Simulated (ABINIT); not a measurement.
Mg:

```xyz
4
Lattice="3.1768 0.0000 0.0000 -1.5884 2.7512 0.0000 0.0000 0.0000 10.3189" Properties=species:S:1:pos:R:3 pbc="T T T"
Mg    1.5884    0.9171    7.7391
Mg    0.0000    0.0000    5.1594
Mg    0.0000    1.8341    2.5797
Mg    0.0000    0.0000    0.0000
```

Base run:

* Program: ABINIT 10.8.3 (patched build)
* Functional: PBEsol
* Potentials or basis: JTH PAW PBE v2.0
* Cutoff: 517 eV
* k mesh: 13 × 13 × 4
* Occupations: fermi-dirac, width 0.05 eV
* Spin: no spin polarisation

Its results: band gap on the k mesh none (metal or under the smearing width); pressure -0.3 GPa.

Task: After a change of settings the same cell gave: band gap on the k mesh none (metal or under the smearing width); pressure 0.4 GPa. Which change was it?
A. functional from PBEsol to BLYP; k mesh from 13 × 13 × 4 to 10 × 10 × 3
B. functional from PBEsol to PBE
C. k mesh from 13 × 13 × 4 to 8 × 8 × 2

Result: B.

PBE binds less tightly than PBEsol, so the same cell stands under more pressure.

Caveats: the PAW data sets were made with another functional, which shifts forces and pressure a little (some runs).
